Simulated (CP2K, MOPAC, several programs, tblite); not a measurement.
Energy against volume for PbSe in the h-MgO-type structure, at fixed shape and fractional coordinates, computed by several methods (PBE and r2SCAN, where shown, with plane waves in Ansatz); the cell shown is that of r2SCAN. With free coordinates or axes held, a curve is too stiff, and on another method's shape its minimum isn't the method's own volume. It is hexagonal, P6_3/mmc (No. 194); conventional cell a = 5.174 Å, c = 6.213 Å, 36.01 Å³ an atom. Pb is surrounded by 5 Se at 2.99–3.11 Å; Se is surrounded by 5 Pb at 2.99–3.11 Å. No spin polarisation and no zero-point or thermal motion; the cell was built from a prototype and may be hypothetical. Energies count from each curve's lowest point; fits are third-order Birch-Murnaghan.

```
Pb Se
1.0
     5.17413    0.00000    0.00000
    -2.58707    4.48093    0.00000
     0.00000    0.00000    6.21328
Pb Se
2 2
Direct
  0.33333 0.66667 0.25000
  0.66667 0.33333 0.75000
  0.66667 0.33333 0.25000
  0.33333 0.66667 0.75000
```

GFN2-xTB (tblite), on the shape of the cell shown, as a cluster of 32 atoms at the zone centre:
```tsv
V (Å³/atom)	E (meV/atom)
31.692	19.08
33.853	0.00
36.014	7.27
38.174	31.33
40.335	75.56
```
The points scatter about a smooth fit, a numerical artefact, so no fit is quoted.

PM7 (MOPAC), on the shape of the cell shown, as a cluster of 32 atoms at the zone centre:

| V (Å³/atom) | E (meV/atom) |
| --- | --- |
| 31.692 | 0.00 |
| 33.853 | 20.07 |
| 36.014 | 95.28 |
| 38.174 | 209.79 |
| 40.335 | 342.37 |

The lowest point is an end point, so the minimum isn't bracketed.

PBE/DZVP (CP2K), on the shape of the cell shown:

| V (Å³/atom) | E (meV/atom) |
| --- | --- |
| 31.692 | 99.32 |
| 33.853 | 27.59 |
| 36.014 | 0.00 |
| 38.174 | 4.54 |
| 40.335 | 32.51 |

V₀ = 36.72 Å³ an atom and B₀ = 36 GPa.

GFN1-xTB (tblite), on the shape of the cell shown, as a cluster of 32 atoms at the zone centre:
```csv
V (Å³/atom),E (meV/atom)
31.692,0.00
33.853,12.34
36.014,75.40
38.174,169.76
40.335,291.37
```
The lowest point is an end point, so the minimum isn't bracketed.

PBE/SZV (CP2K), on the shape of the cell shown:
```
V (Å³/atom)  E (meV/atom)
     31.692        177.93
     33.853         67.40
     36.014         13.11
     38.174          0.00
     40.335         17.11
```
V₀ = 37.92 Å³ an atom and B₀ = 40 GPa.
